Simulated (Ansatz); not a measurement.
Ti: strain energy, fitted

Ti, P6_3/mmc, a = 2.900 Å, c = 4.591 Å. Ansatz: PBEsol, PAW, 420 eV, Γ-centred 24×24×12 mesh on 2 atoms, Gaussian smearing 0.10 eV; no spin polarisation. Series: strain along c alone, the other axes held, atoms fixed by symmetry; x is the strain in per cent. y is the free energy over the unstrained cell, V0 = 16.724 Å³/atom.

| x (%) | y (meV/atom) |
| --- | --- |
| -3.0 | ? |
| -2.0 | 4.25 |
| -1.0 | 1.03 |
| 0.0 | 0.00 |
| 1.0 | 1.08 |
| 2.0 | 4.15 |
| 3.0 | 9.07 |

Problem. Fit y = c2 x² + c3 x³ to the other rows, turn c2 into a modulus, and predict the missing energy.

Solution. Least squares on the rows shown. y = 1.044 x² − 0.01101 x³. In eV per unit strain² c2 is 10.44; this is C33 with relaxed ions (E = ½ C33 V0 ε²): 2 × 10.44 × 160.2 / (16.724) = 200 GPa. The unstrained cell keeps some stress along the strain, worth a slope of 0.04 meV/atom per %, which the form leaves out. At x = -3.0 the fit asked for gives 9.69 meV/atom. The run gave 9.73 meV/atom, so the fit is 0.04 meV/atom too low, within twice the rms miss on the fitted rows (0.04 meV/atom).